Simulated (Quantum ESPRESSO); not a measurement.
# Zr in Quantum ESPRESSO: the effect of target pressure

Crystal: Zr.

```
Zr
1.0
     3.23200    0.00000    0.00000
    -1.61600    2.79899    0.00000
     0.00000    0.00000    5.14700
Zr
2
Direct
  0.66667 0.33333 0.75000
  0.33333 0.66667 0.25000
```

Alike in all runs:

- Program: Quantum ESPRESSO 7.5
- Task: relaxation of cell and atoms
- Functional: PBEsol
- Potentials or basis: SSSP 1.3 efficiency PBE
- Cutoff: 857 eV
- Density cutoff: 6884 eV
- k mesh: 9 × 9 × 5
- Occupations: fermi-dirac, width 0.05 eV
- Spin: no spin polarisation

Each run relaxes the cell or the atoms first.

```tsv
target pressure	relaxed volume (Å³/atom)
0 GPa	22.48
2 GPa	22.05
5 GPa	21.44
10 GPa	20.55
20 GPa	?
30 GPa	18.10
```

Problem. What does the run with target pressure 20 GPa give?

Solution. Relaxed volume 19.16 Å³/atom.

Worked out: In Murnaghan's law V^(-B') rises as a straight line in P. The other rows fit best with B' = 3.1, V0 = 22.49 Å³/atom and B0 = 97 GPa, which gives 19.17 Å³/atom at 20 GPa, against the run's 19.16.

Caveats: the potentials were made for another functional, which shifts forces and pressure; the volume moved by over 15 % at a fixed basis, so the end points are rough (some runs).
